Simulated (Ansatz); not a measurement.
HfO2:

```
Hf O
1.0
     0.00000    2.55750    2.55750
     2.55750    0.00000    2.55750
     2.55750    2.55750    0.00000
Hf O
1 2
Direct
  0.00000 0.00000 0.00000
  0.75000 0.75000 0.75000
  0.25000 0.25000 0.25000
```

Measurements of this composition are mostly on another form, of space group No. 14.

Base run:

- Program: Ansatz 0.2.0
- Functional: PBEsol
- Potentials or basis: Ansatz PAW
- Cutoff: 420 eV
- Density cutoff: 1680 eV
- k mesh: 9 × 9 × 9
- Occupations: fermi-dirac, width 0.05 eV
- Spin: no spin polarisation

Its results: band gap on the k mesh 3.70 eV, indirect (least direct gap 3.82 eV); pressure -10.2 GPa.

The run is repeated on the same cell with these changes: functional from PBEsol to RPBE. What comes out?

Band gap on the k mesh 3.94 eV, indirect (least direct gap 4.05 eV); pressure 2.5 GPa.

RPBE binds less tightly than PBEsol, so the same cell stands under more pressure.

Caveats: the k mesh misses the band edges, so the gap on the mesh is wider than the one along the path; spin-orbit coupling is left out, which moves the levels of the heavy elements; the PAW data sets come from PBE, with cores solved anew for the run's functional, which leaves a small shift of forces and pressure; the potentials were made for another functional, which shifts forces and pressure (some runs).

Not every run made on this cell is shown here.
